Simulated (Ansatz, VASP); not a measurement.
## MoS in VASP and in Ansatz

```
Mo S
1.0
     0.00000    2.70499    2.70499
     2.70499    0.00000    2.70499
     2.70499    2.70499    0.00000
Mo S
1 1
Direct
  0.00000 0.00000 0.00000
  0.50000 0.50000 0.50000
```

Alike in both runs: task single point; functional PBE; k mesh 14 × 14 × 14; occupations gaussian, width 0.1 eV; collinear spin.

|  | VASP | Ansatz |
| --- | --- | --- |
| version | VASP 6.6.1 | Ansatz 0.2.0 |
| potentials or method | VASP PAW PBE potentials, release 64 (Mo_sv, S) | scalar-relativistic, plane waves, PAW |
| plane-wave cutoff (eV) | 520 | 420 |
| valence electrons in the cell | 20 | 20 |

Ansatz gave:

* gap on the k mesh at the Fermi level (eV): none
* pressure (GPa): -14.2
* net moment per atom (μB): 1.45
* size of the moment on the site where the two differ most (μB): 2.27

**Question.** Estimate VASP's values.

**Answer.** gap on the k mesh at the Fermi level (eV): none; pressure (GPa): -14.1; net moment per atom (μB): 1.45; size of the moment on the site where the two differ most (μB): 2.53.

Site moments also hang on the region over which each program counts them. A gap of «none» marks a metal or a gap that the smearing closes.
